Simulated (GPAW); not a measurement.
Set up this calculation in GPAW 26.7.0, as an ASE script.

```
Task                : relaxation of cell and atoms
Functional          : PBEsol
Potentials or basis : PAW data sets generated in the run's folder for this functional
Cutoff              : 600 eV
Basis               : pw
k mesh              : 8 × 8 × 8
Occupations         : fermi-dirac, width 0.05 eV
Spin                : no spin polarisation
Target pressure     : 30 GPa
Maxiter             : 150
Optimizer           : BFGS
Fmax                : 0.02 eV/Å
Max steps           : 60
Target pressure     : 30 GPa
Convergence         : density=1e-05 forces=0.0001
```

Sn:

```
Sn
1.0
    -1.72654    1.77555    2.33834
     1.72654   -1.77555    2.33834
     1.72654    1.77555   -2.33834
Sn
1
Direct
  0.00000 0.00000 0.00000
```

This isn't the form of Sn at room conditions, which is tetragonal (white tin).

The input as run:

run.py

```python
from ase import Atoms
from ase.filters import FrechetCellFilter
from ase.io import write
from ase.optimize import BFGS
from ase.units import GPa
from gpaw import GPAW, PW, setup_paths

setup_paths.insert(0, '.')

atoms = Atoms(['Sn'],
              cell=[[-1.726539, 1.775547, 2.338342],
                    [1.726539, -1.775547, 2.338342],
                    [1.726539, 1.775547, -2.338342]],
              scaled_positions=[[0.0, 0.0, 0.0]],
              pbc=True)

calc = GPAW(mode=PW(600),
            xc='PBEsol',
            kpts={'size': (8, 8, 8), 'gamma': True},
            occupations={'name': 'fermi-dirac', 'width': 0.05},
            nbands=14,
            convergence={'density': 1e-05, 'forces': 0.0001},
            maxiter=150,
            txt='gpaw.txt')
atoms.calc = calc
opt = BFGS(FrechetCellFilter(atoms, scalar_pressure=30 * GPa), trajectory='relax.traj', logfile='-')
done = opt.run(fmax=0.02, steps=60)
calc.write('gs.gpw')
write('result.traj', atoms)
print('Converged:', done)
print('Cell:', atoms.cell.cellpar().round(4))
print('Volume:', round(atoms.get_volume(), 4))
print(atoms.get_scaled_positions().round(5))
```

Potentials or basis: PAW data sets generated in the run's folder for this functional, pw.

Run with:

```sh
$ gpaw-setup -f PBEsol Sn
$ OMP_NUM_THREADS=1 python run.py
```

It gave:

* Relaxed volume: 19.77 Å³/atom
* Relaxed cell: a = 2.957 Å, b = 2.957 Å, c = 2.957 Å, α = 112.51°, β = 112.04°, γ = 104.00°
* Space group after relaxing (to 0.05 Å): I4/mmm (No. 139)
* Energy change on relaxing (the enthalpy is what falls): +414.5 meV/atom
* Ionic steps: 22
* Pressure after relaxing: 30.0 GPa
* Band gap on the k mesh: none (metal or under the smearing width)

Caveat: later steps reuse the first step's grids; the volume moved by over 15 % at a fixed basis, so the end points are rough.

Wall time 3.2 min on 1 thread of Intel(R) Xeon(R) 6975P-C (Granite Rapids), with other jobs on the host, peak memory 0.24 GiB.
